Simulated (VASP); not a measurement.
A run of VASP 6.6.1 is set up as follows.

INCAR

```
  ALGO = Normal
  EDIFF = 1E-6
  ENCUT = 520
  GGA = PE
  ISIF = 2
  ISMEAR = -1
  LASPH = T
  LCHARG = F
  LMAXMIX = 4
  LREAL = F
  LWAVE = F
  NBANDS = 37
  NELM = 80
  PREC = Accurate
  SIGMA = 0.05
```

The input KPOINTS:

```
k-points
0
Gamma
  6 6 6
```

Contents of POSCAR:

```
Cu2O
1.0
    4.2600000000      0.0000000000      0.0000000000
    0.0000000000      4.2600000000      0.0000000000
    0.0000000000      0.0000000000      4.2600000000
Cu O
4 2
Direct
    0.7500000000      0.2500000000      0.7500000000
    0.7500000000      0.7500000000      0.2500000000
    0.2500000000      0.7500000000      0.7500000000
    0.2500000000      0.2500000000      0.2500000000
    0.5000000000      0.5000000000      0.5000000000
    0.0000000000      0.0000000000      0.0000000000
```

File KPOINTS_OPT:

```
path GXMGRX,MR
10
line-mode
reciprocal
 0.0000000000  0.0000000000  0.0000000000  G
 0.0000000000  0.5000000000  0.0000000000  X

 0.0000000000  0.5000000000  0.0000000000  X
 0.5000000000  0.5000000000  0.0000000000  M

 0.5000000000  0.5000000000  0.0000000000  M
 0.0000000000  0.0000000000  0.0000000000  G

 0.0000000000  0.0000000000  0.0000000000  G
 0.5000000000  0.5000000000  0.5000000000  R

 0.5000000000  0.5000000000  0.5000000000  R
 0.0000000000  0.5000000000  0.0000000000  X

 0.5000000000  0.5000000000  0.0000000000  M
 0.5000000000  0.5000000000  0.5000000000  R
```

Potentials or basis: VASP PAW PBE potentials, release 54 (Cu, O).

Command:

```bash
$ cat potpaw_PBE.54/Cu/POTCAR potpaw_PBE.54/O/POTCAR > POTCAR
$ mpirun -np 1 vasp_std > vasp.out
```

Question: Predict the band gap along the path.

Answer: 0.54 eV, direct.

Question: Predict the band gap on the k mesh.

Answer: 0.54 eV, direct.

Question: What does it give for the pressure?

Answer: 4.0 GPa.

Levels at the corners of the path, in eV from the valence-band top:
```
point  band 24  band 25  band 26  band 27  band 28  band 29  band 30  band 31  band 32  band 33
    Γ    -1.57    -1.57     0.00     0.00     0.00     0.54     1.25     1.25     7.95     7.95
    X    -1.69    -1.20    -1.20    -0.39    -0.39     2.27     2.27     4.24     4.24     7.43
    X    -1.69    -1.20    -1.20    -0.39    -0.39     2.27     2.27     4.24     4.24     7.43
    M    -1.48    -1.21    -1.21    -0.65    -0.65     1.92     1.92     3.86     3.86     6.82
    M    -1.48    -1.21    -1.21    -0.65    -0.65     1.92     1.92     3.86     3.86     6.82
    Γ    -1.57    -1.57     0.00     0.00     0.00     0.54     1.25     1.25     7.95     7.95
    Γ    -1.57    -1.57     0.00     0.00     0.00     0.54     1.25     1.25     7.95     7.95
    R    -1.63    -0.99    -0.57    -0.57    -0.57     2.46     2.46     2.46     4.90     4.90
    R    -1.63    -0.99    -0.57    -0.57    -0.57     2.46     2.46     2.46     4.90     4.90
    X    -1.69    -1.20    -1.20    -0.39    -0.39     2.27     2.27     4.24     4.24     7.43
    M    -1.48    -1.21    -1.21    -0.65    -0.65     1.92     1.92     3.86     3.86     6.82
    R    -1.63    -0.99    -0.57    -0.57    -0.57     2.46     2.46     2.46     4.90     4.90
```

**What was measured.**

From “Importance of surface oxygen vacancies for ultrafast hot carrier relaxation and transport in Cu2O”, 2021, arxiv:2103.03167, for a bulk crystal of Cu2O: band gap 2.17 eV (direct).

Against the measured gap of Cu2O, 2.17 eV (direct; quoted in “Importance of surface oxygen vacancies for ultrafast hot carrier relaxation and transport in Cu2O”, 2021, arxiv:2103.03167), the calculated 0.54 eV is off by -1.63 eV. So large a miss can be the level of theory's own, or it may mean another phase, state or a wrong row. The value is that of PBE, without temperature or zero-point motion. Semilocal functionals fall short of measured gaps as a rule.
